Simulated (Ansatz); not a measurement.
Pt:

```
CELL_PARAMETERS angstrom
-1.58422 1.58422 1.58422
1.58422 -1.58422 1.58422
1.58422 1.58422 -1.58422
ATOMIC_POSITIONS crystal
Pt 0.00000 0.00000 0.00000
```

This isn't the form of Pt at room conditions, which is fcc.

Below is the output of Ansatz 0.2.0 for this cell. Logs are shortened: lines on timing, memory, paths and dates and some standing lists are left out, and cuts for length are marked.

```text
Warning: RAYON_NUM_THREADS=2 ignored (pool sized by the plan → 2); use --threads N
Engine: ansatz 0.2.0, aarch64-unknown-linux-gnu
Pseudopotentials: kind: paw
Pseudopotential: Pt, paw, valence charge 18, recommended cutoff 420 eV (normal), Pt.paw.azcp
Functional definition: SPW92
  exchange = slater_x
  correlation = pw_c
Crystal: 1 atoms, lattice volume = 15.904 Å³
Basis set: ecut = 420 eV, 321 PW (Γ)
Bands: 13, of which v1, the nominal top of the filled ones, is band 9 counted from 1 (8 counted from 0)
Symmetry: 48 space group operations
Space group: Im-3m (ITA 229), of the structure as read, at distance tolerance 2.5e-5 Å
k-points: 35 of 729
Non-local potential: Pt, projectors of the file, l = 0: 3, l = 1: 2, l = 2: 2, l = 3: 1
PAW form: soft (Blöchl's): semilocal exchange-correlation on the pseudo side does not see the compensation charge
PAW frozen core: Pt, regenerated for the run's functional, and the local potential with it (the file was generated under x = pbe(κ = 0.804, μ = 0.2195149727645171), c = pbe(β = 0.06672455060314922))
PAW one-centre angular grid: Pt, 590 points (default); XC on 64 Gauss nodes
Initial density: superposition of atomic densities (neutral atoms: chi_scale 0, normalization atom), corrected by the library's trained network
Initial wavefunctions: pseudopotential atomic-orbital guess
Functional: x = slater, c = lda
SCF iter   1: F=—  HF=-12244.839058 eV  |F-HF|=—  |Δ(HF+E_count)|=         —  Δρ=6.70e-3  dr2=2.95e-3  ethr=1.77e-3  ⟨swp⟩=5.0  Hψ=2536  notcnv=0
preconditioner: auto → none  [metal: Δε(μ)=0.041 eV  Ē_g=13.519 eV  σ=0.050 eV  W_gap=0.20  n_scr=0 (ndim 8)  ℏωp=29.4 eV  f_vac=0.000  D(μ)=1.39/eV (n_scr^D=18)]
SCF iter   2: F=—  HF=-12244.838221 eV  |F-HF|=—  |Δ(HF+E_count)|=   8.37e-4  Δρ=2.87e-3  dr2=3.15e-4  ethr=1.64e-5  ⟨swp⟩=2.3  Hψ=914  notcnv=0
SCF iter   3: F=—  HF=-12244.838202 eV  |F-HF|=—  |Δ(HF+E_count)|=   1.91e-5  Δρ=1.33e-3  dr2=5.67e-5  ethr=1.75e-6  ⟨swp⟩=2.1  Hψ=767  notcnv=0
SCF iter   4: F=—  HF=-12244.838207 eV  |F-HF|=—  |Δ(HF+E_count)|=   4.69e-6  Δρ=8.20e-5  dr2=4.56e-7  ethr=3.15e-7  ⟨swp⟩=1.6  Hψ=603  notcnv=0
[... 66 lines left out ...]
  E_aug_tail   = 0.000171  (compensation charges beyond the density's cutoff)
  E_ewald      = -2679.361068
  E_core_change = 0.463869  (= ΣΔE_core)
  E_smearing   = -0.010838  (= −TS)
  E_closure    = 0.000000  (closes the sum)
  Σ components = -12244.838208   (vs F -12244.838208, Δ=0.00e0)
--- Forces (eV/Å), atoms counted from 1 ---
  atom   1  Pt     0.00000000     0.00000000     0.00000000
  max |Σ_I F_I| component: 4.31e-32 eV/Å
--- Stress (GPa, compression-positive) ---
      -16.475586       0.000000       0.000000
        0.000000     -16.475586       0.000000
       -0.000000      -0.000000     -16.475586
  P = ⅓ Tr σ = -16.4756 GPa (-164.756 kbar)
--- Band table (eV; the first three rows and the last of 35) ---
  k-point 0: bands = ["-76.9845", "-30.8948", "-30.8948", "-30.8948", "11.7233", "17.7442", "17.7442", "17.7442", "20.2548", "20.2548", "38.3033", "38.3033", "38.3033"]
  k-point 1: bands = ["-76.9812", "-30.9425", "-30.9116", "-30.8945", "12.2159", "17.5574", "17.7396", "18.1403", "20.0356", "20.2697", "38.4553", "38.5453", "39.0163"]
  k-point 2: bands = ["-76.9729", "-31.0621", "-30.9539", "-30.8936", "13.4806", "17.1143", "17.7330", "19.2505", "19.8131", "20.3318", "36.6559", "37.6828", "40.9590"]
  k-point 34: bands = ["-76.9348", "-31.1916", "-31.1848", "-31.1848", "15.3297", "15.3735", "21.3184", "21.3184", "21.5825", "27.4533", "29.5392", "29.5392", "34.8830"]
--- Elastic constants: 2 strain directions × 2 members + reference (group order 48) ---
  dense FFT box of the reference and of every strained cell: 20×20×20
  strains applied: 11, 23; error gains: componentwise 1.00 (the most a stress slope's error grows in a printed constant), spectral 1.73 (1 for all six strains in a standard setting)
  C = ∂σ_k/∂η_j (tension-positive GPa; Voigt order 11 22 33 23 13 12):
        88.660    263.597    263.597     -0.000      0.000      0.000
       263.597     88.660    263.597     -0.000      0.000     -0.000
       263.597    263.597     88.660     -0.000     -0.000      0.000
         0.000     -0.000      0.000    150.165      0.000     -0.000
         0.000     -0.000      0.000     -0.000    150.165     -0.000
         0.000     -0.000     -0.000     -0.000     -0.000    150.165
  reference stress σ⁰ (GPa):     16.476     16.476     16.476      0.000      0.000     -0.000
  C* (energy form; C + prestress term) asymmetry max|C*_kj − C*_jk| = 1.137e-13 GPa — a small one proves nothing (zero by symmetry where the batch's group is 432, −43m or m−3m); a large one is finite-difference/SCF noise where every solve meets its electron count
  moduli (Voigt/Reuss/Hill, GPa): K = 205.28/205.28/205.28   G = 55.11/-1731.65/-838.27   E = 6963.38   ν = -5.153
  mechanically stable: NO (min eigenvalue of sym C = -174.94 GPa)
  strain η (Voigt 11):  stress-route row diagonal C_11 = 88.66 GPa, energy-path curvature d²(F+E_count+ΔE)/dδ²/Ω₀ = 88.63 GPa
         δ    σ_11 (GPa)             F (eV)   n_scf  n_hpsi   n_pw
    -2.000e-3      16.3013      -12244.8414619       7   17212    325
     2.000e-3      16.6559      -12244.8349186       5   15377    325
  strain η (Voigt 23):  stress-route row diagonal C_44 = 150.17 GPa, energy-path curvature d²(F+E_count+ΔE)/dδ²/Ω₀ = 142.04 GPa
         δ    σ_23 (GPa)             F (eV)   n_scf  n_hpsi   n_pw
    -2.000e-3      -0.3003      -12244.8381791       7   28874    325
     2.000e-3       0.3003      -12244.8381791       5   24010    325
```

Q: What input gives this log?

A: Elastic constants with LDA, no spin polarisation. The files as run (others can give the same):

input.yaml
```yaml
crystal:
  lattice:
    - [-1.58422, 1.58422, 1.58422]
    - [1.58422, -1.58422, 1.58422]
    - [1.58422, 1.58422, -1.58422]
  atoms:
    - { symbol: Pt, position: [0.0, 0.0, 0.0] }
hamiltonian:
  xc: lda
  pseudopotentials: { kind: paw }
kpoints:
  mp_grid: { grid: [9, 9, 9] }
scf:
  occupations: { method: fermi_dirac, width: 0.05 }
output:
  forces: true
  stress: true
elastic:
  mode: clamped_ion
  stencil: two_point
```

Potentials or basis: Ansatz PAW.
The run is started by
```bash
$ ansatz run input.yaml --threads 2 --pin off --max-ram 5632MiB --backend cpu --events-out ev --progress --plain --runs-dir out
```

Caveat: the cell is more than 3 GPa from zero pressure, which shifts response properties; the elastic tensor has a negative eigenvalue, so either the cell is unstable as it stands or the mesh is too thin; so large a pressure means that the cell lies far from this level's equilibrium, or that cutoff or potentials fall short; the PAW data sets come from PBE, with cores solved anew for the run's functional, which leaves a small shift of forces and pressure.
